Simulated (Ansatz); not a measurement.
Crystal: InAs.

```
In As
1.0
     0.00000    2.87730    2.87730
     2.87730    0.00000    2.87730
     2.87730    2.87730    0.00000
In As
1 1
Direct
  0.50000 0.50000 0.50000
  0.00000 0.00000 0.00000
```

Measurements of this composition are mostly on another form, of space group No. 216.

```yaml
Program: Ansatz 0.2.0
Task: relaxation of cell and atoms
Functional: PBEsol0
Potentials_or_basis: Ansatz PAW
Cutoff: "420 eV (not typed: the program's choice for these potentials)"
k_mesh: 4 × 4 × 4
Occupations: fermi-dirac, width 0.05 eV
Spin: no spin polarisation
```

At the start: volume 23.82 Å³/atom.

Q: How do energy, volume and symmetry change on relaxing?

A: It ends after 5 steps and the volume is 22.06 Å³/atom (-7.4 %); space group Fm-3m (No. 225, to 0.05 Å).

Step by step:
```tsv
step	energy change (eV)	largest force (eV/Å)	volume (Å³)
1	0.0000	0.0000	47.64
2	-0.0303	0.0000	42.27
3	-0.0505	0.0000	44.66
4	-0.0521	0.0000	44.12
5	-0.0512	0.0000	44.12
```

Final structure:
```cif
data_structure
_symmetry_space_group_name_H-M 'P 1'
_symmetry_Int_Tables_number 1
_cell_length_a 3.9664
_cell_length_b 3.9664
_cell_length_c 3.9664
_cell_angle_alpha 60.000
_cell_angle_beta 60.000
_cell_angle_gamma 60.000
_cell_volume 44.12
loop_
_atom_site_label
_atom_site_type_symbol
_atom_site_fract_x
_atom_site_fract_y
_atom_site_fract_z
_atom_site_occupancy
In1 In 0.50000 0.50000 0.50000 1
As1 As 0.00000 0.00000 0.00000 1
```

Caveat: the k mesh is coarse (spacing up to 0.47 Å⁻¹), so the values aren't converged, least of all with exact exchange; the plane-wave basis is chosen anew once the cell has moved, so the energies of steps on either side of that aren't comparable; the PAW data sets come from PBE, with cores solved anew for the run's functional, which leaves a small shift of forces and pressure.
